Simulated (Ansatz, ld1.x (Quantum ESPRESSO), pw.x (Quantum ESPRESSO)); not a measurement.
## lithium: does the TM potential hold in the solid?

lithium (Li), norm-conserving Troullier–Martins (Kleinman–Bylander form), made with ld1.x (Quantum ESPRESSO) 7.5 (PBE, scalar-relativistic). Core [He], reference 2s1 2p0. Waves: 2s (bound): rc 3.20 bohr; 2p (bound, empty): rc 4.20 bohr; 3d channel at 0.4 Ry: rc 3.66 bohr. Local part: the d channel. Core correction: none.

Crystal test: fcc Li in pw.x 7.5, no spin, 13³ k-points, Fermi–Dirac smearing 0.01 Ry, cutoffs 35/140 Ry. The reference is all-electron LAPW (Ansatz 0.2.0) with the same functional, mesh and smearing; V0 and B0 come from Birch–Murnaghan fits to the pressures at five volumes. Errors are pseudo minus all-electron; Δ is the rms difference of the E(V) curves that follow from these fits, minima aligned, over ±6 % about the mean V0. Mesh and smearing are coarse, so the numbers serve the comparison and aren't converged zero-temperature values; the lattice is a test structure that the element need not adopt.

```tsv
V (Å³/atom)	P all-electron (GPa)	P pseudo (GPa)
19.331	0.71	-0.42
19.839	0.31	-0.71
20.348	-0.05	-0.97
20.857	-0.37	-1.21
21.365	-0.66	-1.42
```

All-electron: a0 = 4.329 Å (V0 = 20.28 Å³/atom), B0 = 13.7 GPa.

Pseudopotential: mean pressure error (GPa): -0.93. The pressure does not cross zero within the volumes sampled, so no fit is given. The largest radius (4.20 bohr) exceeds half the bond length (2.90 bohr), so the spheres overlap, which is one possible source of error among others. This is a poor potential for the solid.

Q: At the middle volume, how do free energy and pressure move when the wave cutoff is lowered (ecutrho kept at four times it)?

A:

```tsv
cutoff (Ry)	shift of F (meV/atom)	shift of P (GPa)
16	+0.1	+0.00
21	+0.1	-0.00
28	+0.0	+0.00
```

The run at the middle volume (84 k-points, 6 iterations) took about 2.6 s on one core of a shared host (Neoverse-V2, 96 threads, 742 GiB, load 42).
